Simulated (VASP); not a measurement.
Set up this calculation in VASP 6.6.1, as the native input.

```
Task                   : relaxation of cell and atoms
Functional             : PBE
Dispersion             : D3(BJ)
Potentials or basis    : VASP PAW PBE potentials, release 64 (Rb_sv)
Cutoff                 : 600 eV
k mesh                 : 10 × 10 × 10
Occupations            : gaussian, width 0.1 eV
Spin                   : no spin polarisation
Dipole correction      : no
Further INCAR settings : ALGO = Fast; EDIFF = 1e-06; IBRION = 2; EDIFFG = -0.005; NSW = 100; ISIF = 3
```

The structure of Rb lies in POSCAR:

```
Rb
1.0
    0.0000000000      3.6398846700      3.6398846700
    3.6398846700      0.0000000000      3.6398846700
    3.6398846700      3.6398846700      0.0000000000
Rb
1
Direct
    0.0000000000      0.0000000000      0.0000000000
```

This isn't the form of Rb at room conditions, which is bcc.

The input as run:

INCAR

```
PREC = Accurate ; ENCUT = 600
EDIFF = 1E-6 ; ISMEAR = 0
SIGMA = 0.1 ; LREAL = False
LASPH = True ; NELM = 100
ALGO = Fast ; ISIF = 3
LWAVE = False ; LCHARG = False
GGA = PE ; IVDW = 12
IBRION = 2 ; NSW = 100
EDIFFG = -0.005
```

KPOINTS

```
Automatic mesh
0
Gamma
  10 10 10
```

Potentials or basis: VASP PAW PBE potentials, release 64 (Rb_sv).

The run is started by

```bash
$ cat potpaw_PBE.64/Rb_sv/POTCAR > POTCAR
$ mpirun -np 1 vasp_std > vasp.out
```

Results of the run:

- Relaxed volume: 86.07 Å³/atom
- Relaxed cell: a = 4.956 Å, b = 4.956 Å, c = 4.956 Å, α = 60.00°, β = 60.00°, γ = 60.00°
- Space group after relaxing (to 0.05 Å): Fm-3m (No. 225)
- Energy gained by relaxing: 10.4 meV/atom
- Ionic steps: 21
- Pressure after relaxing: 0.0 GPa
- Band gap on the k mesh: none (metal or under the smearing width)
- Dispersion energy per atom: -0.107 eV

Caveat: pairwise dispersion overbinds metals, which lowers pressure and volume.

Wall time 3.4 min on 1 thread of Intel(R) Xeon(R) 6975P-C (Granite Rapids), with other jobs on the host, peak memory 0.3 GiB.
